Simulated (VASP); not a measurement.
A VASP 6.6.1 single-point calculation on CaO

INCAR

```
IBRION = -1
PREC = Accurate
EDIFF = 1E-7
NBANDS = 15
ENCUT = 520
NSW = 0
LWAVE = .FALSE.
LREAL = .FALSE.
ISIF = 2
NELM = 94
LASPH = .TRUE.
ALGO = Normal
ISMEAR = 0
LCHARG = .FALSE.
SIGMA = 0.01
GGA = 91
LMAXMIX = 6
```

KPOINTS

```
KPOINTS created by Atomic Simulation Environment
0
Gamma
10 10 10
0 0 0
```

POSCAR

```
Ca O
 1.0000000000000000
     0.0000000000000000    2.3016481089999998    2.3016481089999998
     2.3016481089999998    0.0000000000000000    2.3016481089999998
     2.3016481089999998    2.3016481089999998    0.0000000000000000
 Ca  O
   1   1
Cartesian
  0.0000000000000000  0.0000000000000000  0.0000000000000000
  2.3016481089999998  2.3016481089999998  2.3016481089999998
```

The recommended PBE PAW datasets give the neutral cell 16 valence electrons.

Command

```
mpirun -np 1 vasp_std
```

OSZICAR

```
N       E                     dE             d eps       ncg     rms          rms(c)
DAV:   1     0.125847556388E+03    0.12585E+03   -0.86237E+03  1418   0.112E+03
DAV:   2    -0.973527293453E+01   -0.13558E+03   -0.12705E+03  1683   0.298E+02
DAV:   3    -0.144503928281E+02   -0.47151E+01   -0.46883E+01  1742   0.581E+01
DAV:   4    -0.145665765629E+02   -0.11618E+00   -0.11613E+00  1912   0.817E+00
DAV:   5    -0.145682783891E+02   -0.17018E-02   -0.17018E-02  1686   0.890E-01    0.881E+00
DAV:   6    -0.127999874278E+02    0.17683E+01   -0.49332E+00  1621   0.229E+01    0.330E+00
DAV:   7    -0.127414715523E+02    0.58516E-01   -0.37454E-01  1656   0.668E+00    0.175E+00
DAV:   8    -0.127333920629E+02    0.80795E-02   -0.68292E-02  1865   0.279E+00    0.417E-01
DAV:   9    -0.127316098557E+02    0.17822E-02   -0.48941E-03  1466   0.651E-01    0.102E-01
DAV:  10    -0.127320548318E+02   -0.44498E-03   -0.53089E-04  1691   0.232E-01    0.391E-02
DAV:  11    -0.127320252437E+02    0.29588E-04   -0.78441E-05  1770   0.102E-01    0.128E-02
DAV:  12    -0.127320225791E+02    0.26646E-05   -0.86882E-06  1620   0.367E-02    0.121E-03
DAV:  13    -0.127320225732E+02    0.58924E-08   -0.74032E-07  1697   0.771E-03
   1 F= -.12732023E+02 E0= -.12732023E+02  d E =-.931919E-12
```

From OUTCAR

```
k-points           NKPTS =     47   k-points in BZ     NKDIM =     47   number of bands    NBANDS=     15

   NELECT =      16.0000    total number of electrons

   dimension x,y,z NGX =    24 NGY =   24 NGZ =   24
   dimension x,y,z NGXF=    48 NGYF=   48 NGZF=   48

  energy-cutoff  :      520.00
  volume of cell :       24.39
      direct lattice vectors                 reciprocal lattice vectors
     0.000000000  2.301648109  2.301648109    -0.217235640  0.217235640  0.217235640
     2.301648109  0.000000000  2.301648109     0.217235640 -0.217235640  0.217235640
     2.301648109  2.301648109  0.000000000     0.217235640  0.217235640 -0.217235640

 k-points in reciprocal lattice and weights: KPOINTS created by Atomic Simulation Env
   0.00000000  0.00000000  0.00000000       0.001
   0.10000000  0.00000000  0.00000000       0.008
   0.20000000  0.00000000  0.00000000       0.008
   0.30000000  0.00000000  0.00000000       0.008
   0.40000000  0.00000000  0.00000000       0.008
   0.50000000  0.00000000  0.00000000       0.004
   0.10000000  0.10000000  0.00000000       0.006
   0.20000000  0.10000000  0.00000000       0.024
   ...

 E-fermi :   3.1023

 k-point     1 :       0.0000    0.0000    0.0000
  band No.  band energies     occupation
      1     -34.0017      2.00000
      2     -14.7149      2.00000
      3     -14.7149      2.00000
      4     -14.7149      2.00000
      5     -12.6749      2.00000
      6       3.0615      2.00000
      7       3.0615      2.00000
      8       3.0615      2.00000
      9       8.9408      0.00000
     10       9.5606      0.00000
     11       9.5606      0.00000
     12       9.5606      0.00000
     13      11.2994      0.00000
     14      11.2994      0.00000
     15      18.9840      0.00000

 k-point     2 :       0.1000    0.0000    0.0000
  band No.  band energies     occupation
      1     -33.9844      2.00000
      2     -14.9954      2.00000
      3     -14.7220      2.00000
      4     -14.7220      2.00000
      5     -12.3944      2.00000
      6       2.6767      2.00000
      7       2.8844      2.00000
      8       2.8844      2.00000
      9       9.3955      0.00000
     10       9.5506      0.00000
     11       9.7613      0.00000
     12       9.7613      0.00000
     13      11.5985      0.00000
     14      11.5985      0.00000
     15      19.4774      0.00000

 k-point     3 :       0.2000    0.0000    0.0000
  band No.  band energies     occupation
      1     -33.9388      2.00000
      2     -15.5409      2.00000
      3     -14.7405      2.00000
      4     -14.7405      2.00000
      5     -11.8470      2.00000
      6       1.8281      2.00000
      7       2.4656      2.00000
      8       2.4656      2.00000
      9       9.5642      0.00000
     10      10.3165      0.00000
     11      10.3165      0.00000
     12      10.5344      0.00000
     13      12.3661      0.00000
     14      12.3661      0.00000
     15      20.3269      0.00000

 ...

  Total        3.2521214      3.2521214      3.2521214     -0.0000000      0.0000000     -0.0000000
  in kB      213.6636042    213.6636042    213.6636042     -0.0000000      0.0000000     -0.0000000
  external PRESSURE =     213.6636042 kB  Pullay stress =       0.0000000 kB

 POSITION                                       TOTAL-FORCE (eV/Angst)
 -----------------------------------------------------------------------------------
      0.00000      0.00000      0.00000         0.000000      0.000000      0.000000
      2.30165      2.30165      2.30165        -0.000000     -0.000000     -0.000000
 -----------------------------------------------------------------------------------
    total drift:                                0.000000     -0.000000     -0.000000

  FREE ENERGIE OF THE ION-ELECTRON SYSTEM (eV)
  ---------------------------------------------------
  free  energy   TOTEN  =       -12.7320225732 eV

  energy  without entropy=      -12.7320225732  energy(sigma->0) =      -12.73202257
```

It converged. Results: gap between bands v and c on the k mesh 3.55 eV; least direct gap on the k mesh 3.88 eV; pressure 21.4 GPa. Band v is the last that the valence electrons fill when counted band by band, and c is the next.

For comparison, a separate r²SCAN run of the intended cell, on usual settings and not on those above, gives a gap of 4.11 eV on its mesh and a pressure of 20.5 GPa.

The run above took about 8.9 s on one core of a shared host (Intel Xeon Platinum 8488C) and held 0.14 GiB at most.
